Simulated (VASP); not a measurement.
# In: intraband terms of a metal's spectrum

In, I4/mmm (no. 139), 1 atom in the cell. PBE, independent-particle dielectric function; PAW potentials In_d (PBE set).

## Input

INCAR.step1:
```
  EDIFF = 1E-7
  ENCUT = 280
  ISMEAR = 1
  KPAR = 4
  LASPH = T
  LCHARG = T
  LMAXMIX = 4
  LWAVE = F
  PREC = Accurate
  SIGMA = 0.1
```

INCAR.step2:
```
  CSHIFT = 0.1
  EDIFF = 1E-6
  ENCUT = 280
  ICHARG = 11
  ISMEAR = 0
  KPAR = 4
  LASPH = T
  LCHARG = F
  LMAXMIX = 4
  LWAVE = T
  NBANDS = 20
  NEDOS = 3000
  OMEGAMAX = 30
  PREC = Accurate
  SIGMA = 0.3
```

INCAR.step3, as INCAR.step2 but for:
```
- LWAVE = T
+ ALGO = None
+ ISTART = 1
+ LOPTICS = T
+ LWAVE = F
+ NELM = 1
```

INCAR.step4, as INCAR.step3 but for:
```
+ WPLASMAI = 0.03
```

INCAR.step5 to INCAR.step6 change the same tag again: WPLASMAI = 0.1, 0.3.

INCAR.step7, as INCAR.step6 but for:
```
- WPLASMAI = 0.3
+ RTIME = 40
```

INCAR.step8, as INCAR.step7 but for:
```
- RTIME = 40
+ RTIME = 1
```

INCAR.step9, as INCAR.step8 but for:
```
- RTIME = 1
+ LNABLA = T
```

INCAR.step10, as INCAR.step9 but for:
```
- ISMEAR = 0
- LNABLA = T
+ ISMEAR = -5
```

KPOINTS.step1:
```
k-points
0
Gamma
  11 11 11
```

KPOINTS.step2:
```
k-points
0
Gamma
  18 18 18
```

POSCAR:
```
In
1.0
   -1.6254700000      1.6254700000      2.4737000000
    1.6254700000     -1.6254700000      2.4737000000
    1.6254700000      1.6254700000     -2.4737000000
In
1
Direct
    0.0000000000      0.0000000000      0.0000000000
```

Commands (each step's output is kept before the next begins):
```
cat potpaw_PBE.64/In_d/POTCAR > POTCAR
cp INCAR.step1 INCAR
cp KPOINTS.step1 KPOINTS
mpirun -np 4 vasp_std > vasp.out
cp INCAR.step2 INCAR
cp KPOINTS.step2 KPOINTS
mpirun -np 4 vasp_std > vasp.out
cp INCAR.step3 INCAR
mpirun -np 4 vasp_std > vasp.out
cp INCAR.step4 INCAR
mpirun -np 4 vasp_std > vasp.out
cp INCAR.step5 INCAR
mpirun -np 4 vasp_std > vasp.out
cp INCAR.step6 INCAR
mpirun -np 4 vasp_std > vasp.out
cp INCAR.step7 INCAR
mpirun -np 4 vasp_std > vasp.out
cp INCAR.step8 INCAR
mpirun -np 4 vasp_std > vasp.out
cp INCAR.step9 INCAR
mpirun -np 4 vasp_std > vasp.out
cp INCAR.step10 INCAR
mpirun -np 4 vasp_std > vasp.out
```

## Result

- Bands: 20

One ground state, settings moved in the last step alone:

| Settings | Plasma frequency (eV) | Im ε at 0.5 eV | Im ε at 1 eV | Im ε at 2 eV | Im ε at 4 eV | Time (s) |
|---|---|---|---|---|---|---|
| interband part alone | 10.40 | 70.9 | 27.3 | 14.4 | 1.9 | 7 |
| Drude term, WPLASMAI 0.03 | 10.40 | 96.8 | 30.6 | 14.8 | 1.9 | 8 |
| Drude term, WPLASMAI 0.1 | 10.40 | 154.1 | 38.0 | 15.8 | 2.1 | 8 |
| Drude term, WPLASMAI 0.3 | 10.40 | 261.7 | 57.1 | 18.4 | 2.4 | 8 |
| relaxation time RTIME 40 fs | 10.40 | 85.1 | 29.1 | 14.6 | 1.9 | 7 |
| relaxation time RTIME 1 fs | 10.40 | 279.2 | 77.0 | 22.4 | 3.0 | 8 |
| transversal form (LNABLA) | 10.49 | 72.1 | 27.7 | 14.7 | 1.9 | 7 |
| tetrahedron method | – | – | – | – | – | no result |

Limits: Spin-orbit coupling is left out, which can matter with atoms this heavy.

VASP 6.6.1 took 73 s on 4 cores (Intel Xeon Platinum 8488C (Sapphire Rapids)), a shared host.
